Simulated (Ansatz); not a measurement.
# Cu: how settings move the results

The task, for Cu: sweep the occupation rule and width.

Method: DFT r2SCAN, scalar-relativistic, plane waves, PAW, in Ansatz 0.2.0.

### 1 Starting point

The structure is tetragonal, space group I4/mmm (No. 139). The conventional cell has a = 2.886 Å, b = 2.886 Å, c = 2.752 Å, α = 90.00°, β = 90.00°, γ = 90.00°. Around Cu (site symmetry 4/mmm) lie 10 Cu at 2.46 to 2.75 Å.

Structure file:

```cif
data_structure
_symmetry_space_group_name_H-M 'I4/mmm'
_symmetry_Int_Tables_number 139
_cell_length_a 2.8856
_cell_length_b 2.8856
_cell_length_c 2.7522
_cell_angle_alpha 90.000
_cell_angle_beta 90.000
_cell_angle_gamma 90.000
_cell_volume 22.92
loop_
_atom_site_label
_atom_site_type_symbol
_atom_site_symmetry_multiplicity
_atom_site_Wyckoff_symbol
_atom_site_fract_x
_atom_site_fract_y
_atom_site_fract_z
_atom_site_occupancy
Cu1 Cu 2 a 0.00000 0.00000 0.00000 1
```

The structure comes from the Materials Project (structure only); it is used as listed.

### 2 The base input

The input, input.yaml:

```yaml
crystal:
  lattice:
    - [-1.44279332, 1.44279332, 1.37608145]
    - [1.44279332, -1.44279332, 1.37608145]
    - [1.44279332, 1.44279332, -1.37608145]
  atoms:
    - { symbol: Cu, position: [0.0, 0.0, 0.0] }
basis:
  ecutwfc: 500
kpoints:
  mp_grid: { grid: [20, 20, 20] }
hamiltonian:
  xc: r2scan
scf:
  occupations: { method: gaussian, width: 0.1 }
output:
  forces: true
  stress: true
  eigenvalues: true
  populations: true
```

Its results, from an earlier run: -6631.1999 eV/atom at zero smearing, pressure 0.29 GPa, largest force 0.000 eV/Å, no gap on the mesh, in 7 SCF cycles and 4.8 s.

### 3 Occupation rule and width: Gaussian 0.01 eV

The input, input.yaml:

```yaml
crystal:
  lattice:
    - [-1.44279332, 1.44279332, 1.37608145]
    - [1.44279332, -1.44279332, 1.37608145]
    - [1.44279332, 1.44279332, -1.37608145]
  atoms:
    - { symbol: Cu, position: [0.0, 0.0, 0.0] }
basis:
  ecutwfc: 500
kpoints:
  mp_grid: { grid: [20, 20, 20] }
hamiltonian:
  xc: r2scan
scf:
  occupations: { method: gaussian, width: 0.01 }
output:
  forces: true
  stress: true
  eigenvalues: true
```

On the command line:

```console
$ ansatz run input.yaml --threads 1 --pin off --max-ram 2560MiB --backend cpu --events-out ev --progress --plain --runs-dir out
```

### 4 Occupation rule and width: Gaussian 0.02 eV

Edit input.yaml of step 3 so:

```diff
@@ -14,3 +14,3 @@
 scf:
-  occupations: { method: gaussian, width: 0.01 }
+  occupations: { method: gaussian, width: 0.02 }
 output:
```

### 5 Occupation rule and width set to Gaussian 0.05 eV

Edit input.yaml of step 4 so:

```diff
@@ -14,3 +14,3 @@
 scf:
-  occupations: { method: gaussian, width: 0.02 }
+  occupations: { method: gaussian, width: 0.05 }
 output:
```

### 6 Occupation rule and width set to Fermi–Dirac 0.02 eV

Edit input.yaml of step 5 so:

```diff
@@ -14,3 +14,3 @@
 scf:
-  occupations: { method: gaussian, width: 0.05 }
+  occupations: { method: fermi_dirac, width: 0.02 }
 output:
```

### 7 Occupation rule and width set to Fermi–Dirac 0.1 eV

Edit input.yaml of step 6 so:

```diff
@@ -14,3 +14,3 @@
 scf:
-  occupations: { method: fermi_dirac, width: 0.02 }
+  occupations: { method: fermi_dirac, width: 0.1 }
 output:
```

### 8 Occupation rule and width: Fermi–Dirac 0.5 eV

Edit input.yaml of step 7 so:

```diff
@@ -14,3 +14,3 @@
 scf:
-  occupations: { method: fermi_dirac, width: 0.1 }
+  occupations: { method: fermi_dirac, width: 0.5 }
 output:
```

### 9 Occupation rule and width set to Methfessel–Paxton 0.05 eV

Edit input.yaml of step 8 so:

```diff
@@ -14,3 +14,3 @@
 scf:
-  occupations: { method: fermi_dirac, width: 0.5 }
+  occupations: { method: methfessel_paxton, width: 0.05 }
 output:
@@ -19 +19,5 @@
   eigenvalues: true
+  write_density: true
+  write_potential: true
+  elf: true
+  volumetric_format: npy
```

### 10 Occupation rule and width: Methfessel–Paxton 0.2 eV

Edit input.yaml of step 9 so:

```diff
@@ -14,3 +14,3 @@
 scf:
-  occupations: { method: methfessel_paxton, width: 0.05 }
+  occupations: { method: methfessel_paxton, width: 0.2 }
 output:
@@ -19,5 +19 @@
   eigenvalues: true
-  write_density: true
-  write_potential: true
-  elf: true
-  volumetric_format: npy
```

### 11 Occupation rule and width set to cold 0.01 eV

Edit input.yaml of step 10 so:

```diff
@@ -14,3 +14,3 @@
 scf:
-  occupations: { method: methfessel_paxton, width: 0.2 }
+  occupations: { method: cold, width: 0.01 }
 output:
```

### 12 Occupation rule and width set to cold 0.1 eV

Edit input.yaml of step 11 so:

```diff
@@ -14,3 +14,3 @@
 scf:
-  occupations: { method: cold, width: 0.01 }
+  occupations: { method: cold, width: 0.1 }
 output:
```

### 13 Occupation rule and width set to cold 0.2 eV

Edit input.yaml of step 12 so:

```diff
@@ -14,3 +14,3 @@
 scf:
-  occupations: { method: cold, width: 0.1 }
+  occupations: { method: cold, width: 0.2 }
 output:
```

### 14 Occupation rule and width set to tetrahedron

Edit input.yaml of step 13 so:

```diff
@@ -14,3 +14,3 @@
 scf:
-  occupations: { method: cold, width: 0.2 }
+  occupations: { method: tetrahedron }
 output:
```

(Steps that only read results are left out.)

**Question.** What does this series show? Wanted: largest energy shift, occupation rule and width.

The runs gave:

| quantity | value |
| --- | --- |
| largest energy shift, occupation rule and width | 27.5 meV/atom at Fermi–Dirac 0.5 |

**Reading.** Smearing shifts the free energy by as much as 148 meV/atom (Fermi–Dirac 0.5); extrapolating to zero width leaves 27.5 at most. For the widths that shift F most, the extrapolation takes out most of the shift. In a metal, forces and stress under tetrahedra need not match the slope of their energy.
